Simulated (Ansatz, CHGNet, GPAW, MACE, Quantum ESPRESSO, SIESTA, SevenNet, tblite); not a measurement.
# GPAW on AlN/GaN superlattice along [0001] (64 atoms): settings against a plane-wave reference, part 2 of 2

Aim: run AlN/GaN superlattice along [0001] (64 atoms) in GPAW and see how near its forces come to a plane-wave reference, and at what cost.

Program: GPAW 26.7.0; the method stands at each step. Banners, paths, timers and routine set-up lines are dropped from the logs unmarked, and long logs keep their key lines alone; longer cuts are marked.

So far. Step 4 (PBE, LCAO sz(dzp), h 0.18 Å): Against the first run (30 %), the force difference from the reference is 37 %, at 0.21 times the CPU time, with 256 basis functions against 832: the smaller basis costs accuracy. Step 5 (PBE, LCAO dzp, h 0.22 Å): Against the first run (30 %), the force difference from the reference is 44 %, at 0.51 times the CPU time: the grid matters here.

## Step 6: PBE, grid h 0.18 Å

Method: Kohn-Sham DFT, PBE, PAW, finite differences on a real-space grid.

run.py

```python
import numpy as np
from ase.io import read
from gpaw import GPAW, FermiDirac
from ase.parallel import parprint as print

atoms = read("structure.xyz")
atoms.calc = GPAW(
    mode="fd",
    h=0.18,
    xc="PBE",
    kpts={"size": (1, 1, 1), "gamma": True},
    occupations=FermiDirac(0.05),
    maxiter=200,
    symmetry={"point_group": False},
    nbands=203,
    txt="gpaw.txt",
)
energy = atoms.get_potential_energy(force_consistent=True)
forces = atoms.get_forces()
print(f"energy {energy:.6f} eV")
print("forces (eV/A)")
for i, (a, f) in enumerate(zip(atoms, forces)):
    print(f"{i:4d} {a.symbol:2s} {f[0]:10.5f} {f[1]:10.5f} {f[2]:10.5f}")
print(f"Fermi level {atoms.calc.get_fermi_level():.4f} eV")
for k in range(len(atoms.calc.get_ibz_k_points())):
    for s in range(atoms.calc.get_number_of_spins()):
        e = atoms.calc.get_eigenvalues(kpt=k, spin=s)
        n = np.searchsorted(e, atoms.calc.get_fermi_level())
        print(f"k {k} spin {s} levels about the Fermi level:", np.round(e[max(n - 6, 0):n], 4).tolist(), "|", np.round(e[n:n + 6], 4).tolist())
```

structure.xyz

```xyz
64
Lattice="6.37800 0.00000 0.00000 -3.18900 5.52351 0.00000 0.00000 0.00000 19.94981" Properties=species:S:1:pos:R:3 pbc="T T T"
[... 64 atom lines left out: the same atoms as in the first run ...]
```

Command:

```bash
OMP_NUM_THREADS=1 mpirun -np 2 gpaw python run.py > output.txt
```

What it wrote:

```text
energy -431.189100 eV
forces (eV/A)
   0 Al    0.20162   -0.17874   -0.13961
   1 N     0.52809   -0.65830   -1.73354
   2 Al   -0.27365   -0.11221    0.96486
   3 N     0.05268    0.11976   -0.56793
   4 Al   -0.23742   -0.38824   -0.30586
   5 N     0.08980    0.21956   -0.75330
   6 Al    0.17892    0.50319    1.24787
   7 N    -0.62452    0.60647   -0.60033
   8 Al    0.29424   -0.51544   -0.00355
   9 N    -0.64079   -0.08370   -0.46116
  10 Al    0.99719    0.37836    1.16712
  11 N    -0.68333    0.60191   -4.14705
[...]
59 N    -0.95401    0.15456   -3.70570
  60 Ga    0.76816   -1.15470    2.01789
  61 N    -0.75159    0.54472    1.16220
  62 Ga    0.86588    0.63227   -1.63617
  63 N    -0.28922   -1.78717    1.83596
Fermi level 8.0511 eV
k 0 spin 0 levels about the Fermi level: [5.8901, 6.2923, 6.3234, 6.4143, 6.7942, 6.8449] | [9.4626, 10.3638, 10.4996, 10.5945, 10.6194, 10.7097]
```

gpaw.txt:

```text
Input parameters:
  mode=FD(),
  h=0.18,
  kpts=MonkhorstPack(size=(1, 1, 1), gamma=True),
  maxiter=200,
  nbands=203,
  occupations=Occupations(name='fermi-dirac', width=0.05, fixmagmom=False),
  symmetry=Symmetry(point_group=False),
  xc=XC(name='PBE')
[... lines left out ...]
  Converge bands: occupied
[... lines left out ...]
  Fermi-Dirac:
[... lines left out ...]
convergence criteria:
- Maximum [total energy] change in last 3 cyles: 0.0005 eV / valence electron
[... lines left out ...]
Converged in 14 steps
[... lines left out ...]
  Free energy:    -431.189100
[... lines left out ...]
dipole moment: (-55.028564, 5.631499, 38.432967)  # |e|*Ang
Fermi level: 8.051
Eigenvalues  # (at kpt = [0.000, 0.000, 0.000])
| band index |      eig [eV] | occ [0-2] |
|------------|---------------|-----------|
|          0 |        -9.204 |     2.000 |
|        ... |               |           |
|        120 |         5.756 |     2.000 |
|        121 |         5.873 |     2.000 |
[...]
|        135 |        10.863 |     0.000 |
|        ... |               |           |
|        202 |        17.508 |     0.000 |
Gap: 2.618 eV
Transition (v -> c):
  (s=0, k=0, n=127, [0.00, 0.00, 0.00]) -> (s=0, k=0, n=128, [0.00, 0.00, 0.00])
No difference between direct/indirect transitions
Force computation time: 6.644  # s
```

Wall time 3.4 min (2 MPI ranks of Arm Neoverse N1, shared host); peak memory 1.5 GiB.

Against the reference:

* r.m.s. force component: 1.092 eV/Å
* r.m.s. difference of force components: 208.8 meV/Å
* longest difference of force vectors: 1574 meV/Å
* force difference over r.m.s. force: 22.61 %
* slope of forces against the reference's: 1.173
* correlation of force components: 0.9925
* gap (highest filled to lowest empty level): 2.618 eV
* gap difference: 0.0958 eV

Against the first run (30 %), the force difference from the reference is 23 %, at 0.82 times the CPU time (on 2 against 1 cores).

## Step 7: The ladder

Differences are against the plane-wave reference, forces as r.m.s. over components; share is that over the reference's r.m.s. force, slope the least-squares factor from reference forces to these. Total energies of different programs have different zeros and aren't compared.

```csv
run,"Δ force, r.m.s. (meV/Å)",share (%),slope,Δ gap (eV),cores,CPU time,memory (GiB)
reference,-,-,-,-,4,43 s,0.86
"GPAW PBE, LCAO dzp, h 0.18 Å",280,30.3,1.239,-0.0056,1,8.2 min,1.4
"GPAW PBE, LCAO szp(dzp), h 0.18 Å (coarse)",310,33.6,1.269,0.287,1,6 min,1.3
"GPAW PBE, LCAO sz(dzp), h 0.18 Å (coarse)",339,36.7,1.301,-0.152,1,1.7 min,0.96
"GPAW PBE, LCAO dzp, h 0.22 Å (coarse)",407,44.1,1.328,0.0334,1,4.2 min,0.72
"GPAW PBE, grid h 0.18 Å",209,22.6,1.173,0.0958,2,6.7 min,1.5
```

Rows marked coarse were listed beforehand as settings not expected to be converged; some can still land near the reference.

CPU time is summed over cores on a shared host, where runs went side by side, so it is rough. Symmetry, cutoffs, thresholds, outputs and thread counts weren't matched or tuned between programs; memory under MPI is the largest rank's times the ranks.

Within one program, basis, potentials and functional, energies share a zero. Each run against its twin at the usual cutoff or grid and solver:

```csv
run,twin,Δ energy (meV/atom),"Δ force, r.m.s. (meV/Å)",CPU time over the twin's
"GPAW PBE, LCAO dzp, h 0.22 Å","LCAO dzp, h 0.18 Å",301,266,0.51
```

## Step 8: Summary of results

* nearest in forces: GPAW PBE, grid h 0.18 Å, 23 %
* its CPU time: 6.7 min

In words: PBE on plane waves or a grid with other potentials, cutoffs or grids, coarse settings apart, differs from the reference by 23 % (GPAW PBE, grid h 0.18 Å) of the r.m.s. force; potentials, valence shells or grid differ, and the table alone doesn't part them. The PBE run in local orbitals, coarse settings apart, differs by 30 % (GPAW PBE, LCAO dzp, h 0.18 Å); basis, grid and potentials can all enter. Runs with settings chosen to be coarse differ by 34 % (GPAW PBE, LCAO szp(dzp), h 0.18 Å) to 44 % (GPAW PBE, LCAO dzp, h 0.22 Å), their programs' other errors included. None of the electronic-structure runs in the table takes under half the reference's CPU time of 43 s; they take 2.4 to 11 times as much. GPAW PBE, LCAO dzp, h 0.22 Å stiffens the forces by a factor of 1.33 while following their directions (correlation 0.976); the slopes of the 5 GPAW runs lie between 1.17 and 1.33. At the same functional, gaps differ from the reference's 2.52 eV by between -0.15 and +0.29 eV. These are spacings on the run's k-points, which needn't hold the band edges. The potentials hold different valence shells: 336 electrons in the reference, 256 in GPAW; this bears on time and differences. GPAW's setups keep the filled d shell of Ga in the core. GPAW's Ga setup keeps the 3d shell in the core. The cell is under 6 Å thick along two periodic directions, so every atom has periodic images of itself close by, which move with it and show among its neighbours and in g(r). The host structure and its lattice constant were typed by rule, without a check against the phase diagram. The electronic-structure runs sample only Γ, in a cell whose shortest periodic width is 6 Å.

[Also dropped from logs without a mark: logging warnings of Python, and SIESTA's first energy breakdown and zero terms.]

[Logs are printed without paths, hosts, clocks, repeated set-up lines and the standing remarks that a program may print on its own settings, such as how far it seeks lower states.]

[Hosts, paths, dates, database ids (printed as entryN), source tags and the programs' standing remarks are cut or masked in the printed files.]
